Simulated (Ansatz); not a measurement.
**ZnS (F-43m): a vacancy on Zn**

One table from this session's results is given with a row withheld; the runs are named, their logs left out.

All numbers below are computed with Ansatz 0.2.0 (DFT PBEsol, scalar-relativistic, plane waves, PAW).

3 further runs of the same task are left out: 3 set aside as unsound or not needed.

## The starting structure

The cell holds 31 atoms (S16Zn15): a = 9.277 Å, b = 9.277 Å, c = 9.277 Å, α = 109.47°, β = 109.47°, γ = 109.47°.

The coordinates of this cell stand in the input of its own run.

The host was relaxed before at PBEsol: a = 5.356 Å, b = 5.356 Å, c = 5.356 Å, α = 90.00°, β = 90.00°, γ = 90.00° (conventional cell), 19.207 Å³/atom.

Places, in fractions of the supercell: a vacancy on Zn at (0.250, 0.500, 0.250). Its neighbours start displaced at random by about 0.03 Å.

The first run:

File input.yaml:

```yaml
crystal:
  lattice:
    - [0.0, 2.6780747399, 2.6780747399]
    - [2.6780747399, 0.0, 2.6780747399]
    - [2.6780747399, 2.6780747399, 0.0]
  atoms:
    - { symbol: Zn, position: [0.0, 0.0, 0.0] }
    - { symbol: S, position: [0.25, 0.25, 0.25] }
basis:
  ecutwfc: 420
  xc_grid: 2
kpoints:
  mp_grid: { grid: [8, 8, 8] }
  band_path: { path: [VBM, CBM], npoints: 2 }
hamiltonian:
  xc: pbesol
scf:
  occupations: { method: gaussian, width: 0.02 }
output:
  forces: true
  stress: true
  eigenvalues: true
```

The run is started by

```
$ ansatz run input.yaml --threads 8 --pin off --max-ram 16384MiB --backend cpu --events-out ev --progress --plain --runs-dir out
```

Among the steps run: Band edges of the host over the zone; Dielectric tensors of the host, without U; The perfect crystal in the supercell of 32 atoms; Charge 0, atoms relaxed; Charge -1, atoms relaxed; More of the same log: V_Zn, charge -1, atoms relaxed at the host's cell; Charge -2, atoms relaxed; More of the same log: V_Zn, charge -2, atoms relaxed at the host's cell.

One table of the session follows, with a row left open; its other results are not shown here.

It belongs to the step «The neighbours». 

| state | cell moment (μB) |
| --- | --- |
| ideal sites | 0.00 |
| charge 0 | 2.00 |
| charge -1 | ? |
| charge -2 | 0.00 |

**Question.** Estimate the row for charge -1.

**Answer.** cell moment (μB): 1.00. In the column «cell moment (μB)» it lies between charge -2 (0.00) and charge 0 (2.00).

To keep in mind: The program doubts the potential alignment. Warnings in the runs' records: seeded moment not kept, field response mesh resolution.
